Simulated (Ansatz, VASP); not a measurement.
**TePb in VASP and in Ansatz**

INCAR

```
SYSTEM = TePb
ALGO = Normal
EDIFF = 1E-7
ENCUT = 520
GGA = PS
ISIF = 2
ISMEAR = 0
LASPH = .True.
LCHARG = .False.
LREAL = .False.
LWAVE = .False.
NBANDS = 17
NELM = 60
PREC = Accurate
SIGMA = 0.05
```

KPOINTS

```
k-points
0
Gamma
  8 8 8
  0 0 0
```

Contents of POSCAR:

```
TePb
1.0
    0.0000000000      3.2428390011      3.2428390011
    3.2428390011      0.0000000000      3.2428390011
    3.2428390011      3.2428390011      0.0000000000
Pb Te
1 1
Direct
    0.5000000000      0.5000000000      0.5000000000
    0.0000000000      0.0000000000      0.0000000000
```

Input for Ansatz:

```yaml
crystal:
  lattice:
    - [0.0, 3.2428390011, 3.2428390011]
    - [3.2428390011, 0.0, 3.2428390011]
    - [3.2428390011, 3.2428390011, 0.0]
  atoms:
    - { symbol: Pb, position: [0.5, 0.5, 0.5] }
    - { symbol: Te, position: [0.0, 0.0, 0.0] }
basis:
  ecutwfc: 420
  ecutrho_ratio: 4
kpoints:
  mp_grid: { grid: [8, 8, 8] }
hamiltonian:
  xc: pbesol
scf:
  occupations: { method: gaussian, width: 0.05 }
output:
  forces: true
  stress: true
  eigenvalues: true
```

Alike in both runs: task single point; functional PBEsol; k mesh 8 × 8 × 8; occupations gaussian, width 0.05 eV; no spin polarisation.

|  | VASP | Ansatz |
| --- | --- | --- |
| version | VASP 6.6.1 | Ansatz 0.2.0 |
| potentials or method | VASP PAW PBE potentials, release 64 (Pb_d, Te) | scalar-relativistic, plane waves, PAW |
| plane-wave cutoff (eV) | 520 | 420 |
| valence electrons in the cell | 20 | 30 |

```tsv
	VASP	Ansatz	Ansatz less VASP
gap on the k mesh at the Fermi level (eV)	0.69	0.69	-0.003
least direct gap on the mesh (eV)	0.69	0.69	-0.003
pressure (GPa)	-0.9	-0.8	+0.02
```

The two sets of potentials don't hold the same shells in valence.

Caveats: the PAW data sets were made with another functional, which shifts forces and pressure a little (VASP); spin-orbit coupling is left out, which as a rule narrows the gap of such compounds by several tenths of an eV. A k mesh can miss the band edges.
